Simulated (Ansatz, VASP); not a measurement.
KBr in VASP and in Ansatz

File INCAR:

```
PREC = Accurate
ENCUT = 520
EDIFF = 1E-6
ISMEAR = 0
SIGMA = 0.01
LREAL = False
LASPH = True
NELM = 100
ALGO = Fast
ISIF = 2
LWAVE = False
LCHARG = True
GGA = PS
LELF = True
LVHAR = True
NBANDS = 15
```

Contents of KPOINTS:

```
regular mesh
0
Gamma
  5 5 5
```

POSCAR

```
KBr
1.0
    4.6669050000      0.0000000000      0.0000000000
    2.3334525000      4.0416582870      0.0000000000
    2.3334525000      1.3472194290      3.8105119760
K Br
1 1
Direct
    0.0000000000      0.0000000000      0.0000000000
    0.5000000000      0.5000000000      0.5000000000
```

Input for Ansatz:

```yaml
crystal:
  lattice:
    - [4.666905, 0.0, 0.0]
    - [2.3334525000000004, 4.041658287048615, 0.0]
    - [2.3334525000000004, 1.3472194290162054, 3.8105119760145088]
  atoms:
    - { symbol: K, position: [0.0, 0.0, 0.0] }
    - { symbol: Br, position: [0.4999999999999999, 0.5, 0.5] }
kpoints:
  mp_grid:
    grid: [5, 5, 5]
hamiltonian:
  xc: pbesol
  pseudopotentials:
    kind: paw
scf:
  occupations:
    method: fixed
output:
  forces: true
  stress: true
  eigenvalues: true
```

Alike in both runs: task single point; functional PBEsol; k mesh 5 × 5 × 5; no spin polarisation.

```csv
,VASP,Ansatz
version,VASP 6.6.1,Ansatz 0.2.0
potentials or method,"VASP PAW PBE potentials, release 64 (K_sv, Br)","plane waves, PAW"
plane-wave cutoff (eV),520,420
occupations,"gaussian, width 0.01 eV",fixed
valence electrons in the cell,16,16
```

|  | VASP | Ansatz | Ansatz less VASP |
| --- | --- | --- | --- |
| gap on the k mesh at the Fermi level (eV) | 4.28 | 4.28 | +0.003 |
| pressure (GPa) | -0.3 | -0.3 | -0.04 |

Caveats: the PAW data sets were made with another functional, which shifts forces and pressure a little (VASP). PBEsol gaps usually lie below the measured ones, often by a third to a half.
